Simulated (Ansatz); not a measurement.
**One structure type (F-43m), one member withheld**

The calculation used DFT, PBE, all-electron LAPW, scalar-relativistic in Ansatz 0.2.0.

All cells have space group F-43m and are held fixed (conventional cell and sites). Prototypes and MP cells are computed structures that needn't be known or stable phases of these compounds. Gaps are the smallest over the k mesh and a high-symmetry path; Bader charges come from PAW runs of the same cells. Open d or f shells run without spin or U come out metallic where the real compound may not be. Semilocal functionals give too small gaps and can close them; gaps under 0.4 eV may also close off the mesh. Rows with a moment start ferromagnetic; other orders may lie lower, and can open a gap.

Spin–orbit coupling is left out, though it moves levels of the heavy atoms by tenths of an eV or more.

MnS: a = 5.60 Å, b = 5.60 Å, c = 5.60 Å; Mn 4a (0.000 0.000 0.000), S 4c (0.250 0.250 0.250); 10×10×10 mesh, smearing 0.03 eV, COD 9008854, reported
HgS: a = 5.86 Å, b = 5.86 Å, c = 5.86 Å; Hg 4a (0.000 0.000 0.000), S 4c (0.250 0.250 0.250); 8×8×8 mesh, smearing 0.02 eV, COD 1011368, reported
CdS: a = 5.82 Å, b = 5.82 Å, c = 5.82 Å; Cd 4a (0.000 0.000 0.000), S 4c (0.250 0.250 0.250); 8×8×8 mesh, smearing 0.01 eV, COD 1011260, reported, may be off
BeS: a = 4.85 Å, b = 4.85 Å, c = 4.85 Å; Be 4a (0.000 0.000 0.000), S 4c (0.250 0.250 0.250); 9×9×9 mesh, smearing 0.02 eV, COD 9008836, reported, may be off
ZnS: a = 5.41 Å, b = 5.41 Å, c = 5.41 Å; Zn 4a (0.000 0.000 0.000), S 4c (0.250 0.250 0.250); 8×8×8 mesh, smearing 0.01 eV, COD 9000107, reported

```json
{"compound": "MnS", "P (GPa)": "1.2", "gap (eV)": "none", "cell moment (μB)": "4.9", "Bader charges (e)": "Mn +1.15, S -1.15"}
{"compound": "HgS", "P (GPa)": "4.0", "gap (eV)": "none", "cell moment (μB)": "unpolarised run", "Bader charges (e)": "Hg +0.53, S -0.53"}
{"compound": "CdS", "P (GPa)": "3.3", "gap (eV)": "1.16", "cell moment (μB)": "unpolarised run", "Bader charges (e)": "Cd +0.85, S -0.85"}
{"compound": "BeS", "P (GPa)": "1.5", "gap (eV)": "3.11", "cell moment (μB)": "unpolarised run", "Bader charges (e)": "Be +1.62, S -1.62"}
```

(1) Predict the row of ZnS (no spin polarisation).

Answers

(1) P (GPa): 1.4, gap (eV): 2.10, Bader charges (e): Zn +0.89, S -0.89.
